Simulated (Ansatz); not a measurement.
Ge:

```
CELL_PARAMETERS angstrom
3.99759 0.00000 0.00000
-1.99879 3.46201 0.00000
0.00000 0.00000 6.59938
ATOMIC_POSITIONS crystal
Ge 0.33333 0.66667 0.93710
Ge 0.66667 0.33333 0.43710
Ge 0.33333 0.66667 0.56290
Ge 0.66667 0.33333 0.06290
```

This isn't the form of Ge at room conditions, which is diamond.

```yaml
Program: Ansatz 0.2.0
Task: single point
Functional: PBE
Potentials_or_basis: all-electron LAPW, scalar-relativistic
Cutoff: 315 eV (chosen from the basis error)
Basis_error_allowed: 0.001 eV/atom
k_mesh: 8 × 8 × 4
Occupations: fermi-dirac, width 0.05 eV
Spin: no spin polarisation
```

On this cell: pressure 2.9 GPa; largest force 0.014 eV/Å; band gap on the k mesh 0.12 eV, direct.

The same run follows on a disturbed copy (atoms moved at random, drawn with an rms of 0.05 Å):

```
CELL_PARAMETERS angstrom
3.99759 0.00000 0.00000
-1.99879 3.46201 0.00000
0.00000 0.00000 6.59938
ATOMIC_POSITIONS crystal
Ge 0.32803 0.66489 0.93959
Ge 0.67763 0.33919 0.43330
Ge 0.34363 0.67052 0.56725
Ge 0.67313 0.32691 0.06117
```

Problem. What changes?

Solution. The energy moves by +7.8 meV/atom; pressure 3.0 GPa; largest force 0.648 eV/Å; band gap on the k mesh 0.06 eV, direct.

Forces in eV/Å, atoms in the order of the input:
```
Ge   0.617 -0.141 -0.137
Ge   0.030 -0.084  0.391
Ge  -0.043  0.066 -0.379
Ge  -0.604  0.158  0.124
```

Stress tensor (GPa, compression positive):
```
 2.76  0.77 -0.59
 0.77  3.00  0.20
-0.59  0.20  3.19
```

A k mesh can miss the band edges.
